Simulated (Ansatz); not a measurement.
Start of a relaxation of AlNi3:

```xyz
4
Lattice="2.5293 0.0000 0.0000 0.0000 3.5769 0.0000 0.0000 0.0000 5.0585" Properties=species:S:1:pos:R:3 pbc="T T T"
Al    1.2646    1.7885    2.5293
Ni    0.0000    0.0000    3.7939
Ni    0.0000    0.0000    1.2646
Ni    1.2646    1.7885    0.0000
```

The calculation used DFT PBE, scalar-relativistic, plane waves, PAW in Ansatz. Cutoff 420 eV, Gaussian smearing, Γ-centred meshes. Cell and atoms relax on a converged mesh. In metals the finer mesh still leaves noise of several meV/atom or more. The steps can't lower the symmetry of their start. Collinear spin, starting moments Ni 2.0 (×3) μB; they died out on the coarse mesh, so the last step has no spin.

A guess keeps its type if space group and coordination stay and the shape of the cell changes little (axis ratios within about 15 %, angles within 6°); the volume may change.

Q: Does this structure survive the relaxation?

A: It keeps its type. The symmetry stays Pmmm (No. 47). The volume per atom stays near 11.4 Å³. The shortest distance goes from 2.53 Å (Al–Ni, Al–Al and Ni–Ni) to 2.49 Å (Ni–Ni). Counting neighbours within 15 % of an atom's shortest distance, the start has Al 12, Ni 12 and the end Al 12, Ni 12.

The last run used an 18×14×10 mesh (in the run's order of axes) for its 4-atom cell and Gaussian smearing of 0.10 eV. Trial moments died out on the coarse mesh, so the last step has no spin; another magnetic start might hold. Symmetry constrained the relaxation, so the result can be a saddle point.
